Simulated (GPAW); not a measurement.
# Sb (R-3m) in GPAW: notebook

Runs on Sb. Level: PBE. Tasks: single point.

Program: GPAW 26.7.0. These are calculated values, not measurements. Logs are shortened: lines on timing, memory, paths and dates and some standing lists are left out, and cuts for length are marked. The log counts tension as positive stress, the text compression.

## (1) Starting point

It takes space group R-3m (No. 166, trigonal). Conventional cell: a = 4.308 Å, b = 4.308 Å, c = 11.274 Å, α = 90.00°, β = 90.00°, γ = 120.00°. Around Sb (site symmetry 3m) lie 3 Sb at 2.91 Å.

## (2) Single point, PBE

run.py

```python
from ase.dft.bandgap import bandgap
from ase.io import read, write
from ase.units import GPa
from gpaw import GPAW, PW

atoms = read('Sb.xyz')

calc = GPAW(mode=PW(600),
            xc='PBE',
            kpts={'size': (8, 8, 8), 'gamma': True},
            occupations={'name': 'methfessel-paxton', 'order': 0, 'width': 0.014},
            nbands=25,
            convergence={'density': 1e-05, 'energy': 1e-05},
            maxiter=150,
            txt='gpaw.txt')
atoms.calc = calc
energy = atoms.get_potential_energy()
forces = atoms.get_forces()
stress = atoms.get_stress()
calc.write('gs.gpw')
write('result.traj', atoms)
print(f'Energy: {energy:.6f} eV')
print('Forces (eV/A):')
print(forces.round(4))
print('Stress (GPa):', (stress / GPa).round(3))
print('Fermi level:', round(calc.get_fermi_level(), 4), 'eV')
print(f'Gap: {bandgap(calc)[0]:.4f} eV, direct: {bandgap(calc, direct=True)[0]:.4f} eV')
```

Sb.xyz

```xyz
2
Lattice="2.1542000000 1.2437279499 3.7580000000 -2.1542000000 1.2437279499 3.7580000000 0.0000000000 -2.4874558998 3.7580000000" Properties=species:S:1:pos:R:3 pbc="T T T"
Sb     0.0000000000      0.0000000000      8.6416337400
Sb     0.0000000000      0.0000000000      2.6323662600
```

Potentials or basis: GPAW PAW data sets (gpaw-data 1.2.1), pw.

Run with:

```sh
$ OMP_NUM_THREADS=1 python run.py
```

gpaw.txt:

```text
__  _  _
 | _ |_)|_||  |
 |__||  | ||/\| - 26.7.0

Input parameters:
  mode=PW(ecut=600.0),
  convergence={'density': 1e-05, 'energy': 1e-05},
  kpts=MonkhorstPack(size=(8, 8, 8), gamma=True),
  maxiter=150,
  nbands=25,
  occupations=Occupations(name='methfessel-paxton', order=0, width=0.014),
  xc=XC(name='PBE')

Diagonalizing LCAO Hamiltonian
Converting LCAO to pw mode

       Sb

       Sb

Atoms  # Å, Bohr magnetons
|   | symbol |        x |        y |        z |    initial magnetic moments |
|---|--------|----------|----------|----------|-----------------------------|
| 0 |     Sb | 0.000000 | 0.000000 | 8.641634 | ( 0.0000,  0.0000,  0.0000) |
| 1 |     Sb | 0.000000 | 0.000000 | 2.632366 | ( 0.0000,  0.0000,  0.0000) |

Unit cell  # Å
| periodic |         x |         y |        z |  lengths |    angles |
|----------|-----------|-----------|----------|----------|-----------|
|      yes |  2.154200 |  1.243728 | 3.758000 | 4.506662 | 57.110173 |
|      yes | -2.154200 |  1.243728 | 3.758000 | 4.506662 | 57.110173 |
|      yes |  0.000000 | -2.487456 | 3.758000 | 4.506662 | 57.110173 |

Number of symmetries: 12
Symmetry operations  # r_c * U_cc + t_c -> r_c
|    | kind |            matrix            |
|----|------|------------------------------|
|  0 |  E   |  1, 0, 0,  0, 1, 0,  0, 0, 1 |
|  1 |  σ   |  1, 0, 0,  0, 0, 1,  0, 1, 0 |
|  2 |  σ   |  0, 1, 0,  1, 0, 0,  0, 0, 1 |
|  3 |  C3  |  0, 1, 0,  0, 0, 1,  1, 0, 0 |
|  4 |  C3  |  0, 0, 1,  1, 0, 0,  0, 1, 0 |
|  5 |  σ   |  0, 0, 1,  0, 1, 0,  1, 0, 0 |
|  6 |  C2  |  0, 0,-1,  0,-1, 0, -1, 0, 0 |
|  7 |  S6  |  0, 0,-1, -1, 0, 0,  0,-1, 0 |
|  8 |  S6  |  0,-1, 0,  0, 0,-1, -1, 0, 0 |
|  9 |  C2  |  0,-1, 0, -1, 0, 0,  0, 0,-1 |
| 10 |  C2  | -1, 0, 0,  0, 0,-1,  0,-1, 0 |
| 11 |  i   | -1, 0, 0,  0,-1, 0,  0, 0,-1 |

BZ-sampling:
  Number of BZ points: 512
  Number of IBZ points: 65

  Monkhorst-Pack size: [8, 8, 8]
  Monkhorst-Pack shift: [0.0625, 0.0625, 0.0625]

K-points  # in reciprocal-cell coordinates
|     |                                coordinates |     weight |
|-----|--------------------------------------------|------------|
|   0 | (  0.00000000,   0.00000000,   0.00000000) | 0.00195312 |
|   1 | (  0.12500000,   0.00000000,  -0.12500000) | 0.01171875 |
|   2 | (  0.12500000,   0.00000000,   0.00000000) | 0.01171875 |
|   3 | (  0.12500000,   0.12500000,  -0.12500000) | 0.01171875 |
|   4 | (  0.12500000,   0.12500000,   0.00000000) | 0.01171875 |
|   5 | (  0.12500000,   0.12500000,   0.12500000) | 0.00390625 |
|   6 | (  0.25000000,  -0.12500000,  -0.12500000) | 0.01171875 |
|   7 | (  0.25000000,   0.00000000,  -0.25000000) | 0.01171875 |
|   8 | (  0.25000000,   0.00000000,  -0.12500000) | 0.02343750 |
|   9 | (  0.25000000,   0.00000000,   0.00000000) | 0.01171875 |
| ... |                                            |            |
|  64 | (  0.50000000,   0.50000000,   0.50000000) | 0.00195312 |

Plane wave coefficients: 2032
Cutoff: 600.0 eV

Spin-components: 1 (collinear spins)
Bands:           25
Projectors:      12
Spin-degeneracy: 2
Datatype:        complex128

Parallelization:
  kpt:    1
  domain: 1
  band:   1

Density:
  Valence electrons: 30.0
  Components: 1
  Grid points: [27 27 27]
  Charge: 0.0  # |e|

Potential:
  Grid points: [27 27 27]

species:
  Sb:
    name:    Antimony
    Z:       51.0
    valence: 15
    core:    36
    charge:  0.0  # [|e|]
    compensation charges:
      type: gauss
      rc: 0.36  # [Å]
      lmax: 2
    cutoffs:
      filter: 2.23  # [Å]
      core: 2.23  # [Å]
    projectors
    | kind |    occ | energy [eV] | rcut [Å] |
    |------|--------|-------------|----------|
    |   5s |  2.000 |     -12.815 |    1.154 |
    |   5p |  3.000 |      -4.830 |    1.233 |
    |   4d | 10.000 |     -33.514 |    1.196 |
    |    s |        |      14.396 |    1.154 |
    |    p |        |      22.381 |    1.233 |
    |    d |        |      -6.303 |    1.196 |

    Using partial waves for Sb as LCAO basis

Reference energy: -352563.116496  # eV

eigensolver:
  PPCG
  Converge bands: occupied
  niter=2

density mixing:
  MSR1-Mixer
  Pratt-step length: 0.05
  Maximum mixing coefficient: 0.75
  Old densities: 10
  SVD Regularization: 0.005
  Good broyden scale: 1.0
  Trust region scale: 1.0
  Backstep threshold: 4.0
  History deletion threshold: 6.0
  Fourier metric: weight=20.0, sigma=0.015

occupation numbers:
  Methfessel-Paxton:
    width: 0.0140  # eV
    order: 0

poisson solver:
  ecut: 4800.0  # eV

xc functional:
  name: PBE with 2 nearest neighbor stencil

convergence criteria:
- Maximum integral of absolute [dens]ity change: 1e-05 electrons / valence electron
- Maximum [total energy] change in last 3 cyles: 1e-05 eV / valence electron
- Maximum integral of absolute [eigenst]ate change: 4e-08 eV^2 / valence electron
maximum number of iterations: 150

SCF iterations
|iter     | |      energy | eigst |  dens |
|---------|-|-------------|-------|-------|
|iter:   1| |   -8.797975 | +0.40 |       |
|iter:   2| |   -8.806073 | -1.95 | -1.68 |
|iter:   3| |   -8.807539 | -2.74 | -1.70 |
|iter:   4| |   -8.809123 | -3.29 | -2.21 |
|iter:   5| |   -8.809339 | -4.51 | -2.96 |
|iter:   6| |   -8.809375c| -5.56 | -3.45 |
|iter:   7| |   -8.809376c| -6.81 | -4.30 |
|iter:   8| |   -8.809376c| -7.49c| -4.80 |
|iter:   9| |   -8.809376c| -7.87c| -5.91c|

Converged in 9 steps
Energy contributions relative to reference atoms: (reference = -352563.116496)

Energy contributions:
  Kinetic:           2.393691
  Coulomb:          -3.516152
  Zero:              0.360596
  External:          0.000000
  Xc:               -8.047465
  Entropy:          -0.000093
  Spinorbit:         0.000000
  ----------------------------
  Free energy:      -8.809423
  Extrapolated:     -8.809376

dipole moment: (-0.000000, -0.000000, -0.000002)  # |e|*Ang

Fermi level: 7.034
Eigenvalues  # (at kpt = [0.000, 0.000, 0.000])
| band index |      eig [eV] | occ [0-2] |
|------------|---------------|-----------|
|          0 |       -22.529 |     2.000 |
|        ... |               |           |
|          7 |       -22.325 |     2.000 |
|          8 |       -22.249 |     2.000 |
|          9 |       -22.249 |     2.000 |
|         10 |        -5.767 |     2.000 |
|         11 |         2.141 |     2.000 |
|         12 |         4.866 |     2.000 |
[... 8 lines left out ...]
|         21 |        13.564 |     0.000 |
|         22 |        13.977 |     0.000 |
|        ... |               |           |
|         24 |        14.679 |     0.000 |

No gap
No difference between direct/indirect transitions

Forces  # eV/Ang
|       x |        y |        z |
|---------|----------|----------|
| 0.00000 |  0.00000 | -0.12449 |  # Sb   0
| 0.00000 | -0.00000 |  0.12449 |  # Sb   1

Stress tensor  # eV/Ang^3
|         x |         y |         z |
|-----------|-----------|-----------|
| -0.016381 | -0.000000 | -0.000000 |
| -0.000000 | -0.016381 |  0.000000 |
| -0.000000 |  0.000000 | -0.012174 |

# Writing to gs.gpw (mode='')
```

Wall time 50 s (1 thread of Arm Neoverse V2, shared host); peak memory 0.22 GiB.

Results:

- Free energy: -8.8094 eV
- Pressure: 2.4 GPa
- Largest force: 0.124 eV/Å
- Band gap on the k mesh: none (metal or under the smearing width)

Forces in eV/Å, atoms in the order of the input:
```
Sb   0.000  0.000 -0.124
Sb   0.000  0.000  0.124
```

The run has no spin-orbit coupling, so splittings on Sb are missing.

## (3) Single point, PBE

run.py, as its differences from that of step 2:

```diff
@@ -10,3 +10,3 @@
             kpts={'size': (8, 8, 8), 'gamma': True},
-            occupations={'name': 'methfessel-paxton', 'order': 0, 'width': 0.014},
+            occupations={'name': 'methfessel-paxton', 'order': 0, 'width': 0.015},
             nbands=25,
```

Sb.xyz is that of step 2.

Potentials or basis: GPAW PAW data sets (gpaw-data 1.2.1), pw.

Run with:

```sh
$ OMP_NUM_THREADS=1 python run.py
```

gpaw.txt:

```text
__  _  _
 | _ |_)|_||  |
 |__||  | ||/\| - 26.7.0

Input parameters:
  mode=PW(ecut=600.0),
  convergence={'density': 1e-05, 'energy': 1e-05},
  kpts=MonkhorstPack(size=(8, 8, 8), gamma=True),
  maxiter=150,
  nbands=25,
  occupations=Occupations(name='methfessel-paxton', order=0, width=0.015),
  xc=XC(name='PBE')

Diagonalizing LCAO Hamiltonian
Converting LCAO to pw mode

       Sb

       Sb

Atoms  # Å, Bohr magnetons
|   | symbol |        x |        y |        z |    initial magnetic moments |
|---|--------|----------|----------|----------|-----------------------------|
| 0 |     Sb | 0.000000 | 0.000000 | 8.641634 | ( 0.0000,  0.0000,  0.0000) |
| 1 |     Sb | 0.000000 | 0.000000 | 2.632366 | ( 0.0000,  0.0000,  0.0000) |

Unit cell  # Å
| periodic |         x |         y |        z |  lengths |    angles |
|----------|-----------|-----------|----------|----------|-----------|
|      yes |  2.154200 |  1.243728 | 3.758000 | 4.506662 | 57.110173 |
|      yes | -2.154200 |  1.243728 | 3.758000 | 4.506662 | 57.110173 |
|      yes |  0.000000 | -2.487456 | 3.758000 | 4.506662 | 57.110173 |

[... 141 lines left out ...]
Energy contributions:
  Kinetic:           2.393657
  Coulomb:          -3.516119
  Zero:              0.360596
  External:          0.000000
  Xc:               -8.047464
  Entropy:          -0.000100
  Spinorbit:         0.000000
  ----------------------------
  Free energy:      -8.809429
  Extrapolated:     -8.809380

dipole moment: (-0.000000, 0.000000, -0.000002)  # |e|*Ang

Fermi level: 7.034
Eigenvalues  # (at kpt = [0.000, 0.000, 0.000])
| band index |      eig [eV] | occ [0-2] |
|------------|---------------|-----------|
|          0 |       -22.529 |     2.000 |
|        ... |               |           |
|          7 |       -22.325 |     2.000 |
|          8 |       -22.249 |     2.000 |
|          9 |       -22.249 |     2.000 |
|         10 |        -5.767 |     2.000 |
|         11 |         2.141 |     2.000 |
|         12 |         4.866 |     2.000 |
[... 8 lines left out ...]
|         21 |        13.564 |     0.000 |
|         22 |        13.977 |     0.000 |
|        ... |               |           |
|         24 |        14.679 |     0.000 |

No gap
No difference between direct/indirect transitions

Forces  # eV/Ang
|        x |        y |        z |
|----------|----------|----------|
| -0.00000 | -0.00000 | -0.12450 |  # Sb   0
|  0.00000 |  0.00000 |  0.12450 |  # Sb   1

Stress tensor  # eV/Ang^3
|         x |         y |         z |
|-----------|-----------|-----------|
| -0.016381 | -0.000000 |  0.000000 |
| -0.000000 | -0.016381 |  0.000000 |
|  0.000000 |  0.000000 | -0.012174 |

# Writing to gs.gpw (mode='')
```

Run time: 50 s. Hardware: 1 thread of Arm Neoverse V2, shared host; peak memory 0.22 GiB.

What came out:

- Free energy: -8.8094 eV
- Pressure: 2.4 GPa
- Largest force: 0.124 eV/Å
- Band gap on the k mesh: none (metal or under the smearing width)

Forces on the atoms (eV/Å):
```
Sb   0.000  0.000 -0.124
Sb   0.000  0.000  0.124
```

Stress tensor (GPa, compression positive):
```
2.62 0.00 0.00
0.00 2.62 0.00
0.00 0.00 1.95
```

Levels at points of the mesh, in eV from the Fermi level:
| k point | band 12 | band 13 | band 14 | band 15 | band 16 | band 17 | band 18 | band 19 |
| --- | --- | --- | --- | --- | --- | --- | --- | --- |
| (0.00, 0.00, 0.00) | -4.89 | -2.17 | -1.90 | -1.90 | 1.98 | 2.60 | 2.60 | 5.05 |
| (0.50, 0.00, 0.00) | -9.72 | -2.04 | -1.93 | -0.39 | -0.30 | 0.10 | 0.40 | 7.53 |
| (0.50, 0.50, 0.00) | -8.08 | -5.53 | -3.85 | -3.76 | 1.44 | 4.83 | 5.42 | 6.83 |
| (0.50, 0.50, 0.50) | -9.07 | -1.42 | -1.42 | -0.56 | 0.03 | 0.03 | 1.02 | 6.94 |

[end of part 1 of 2]
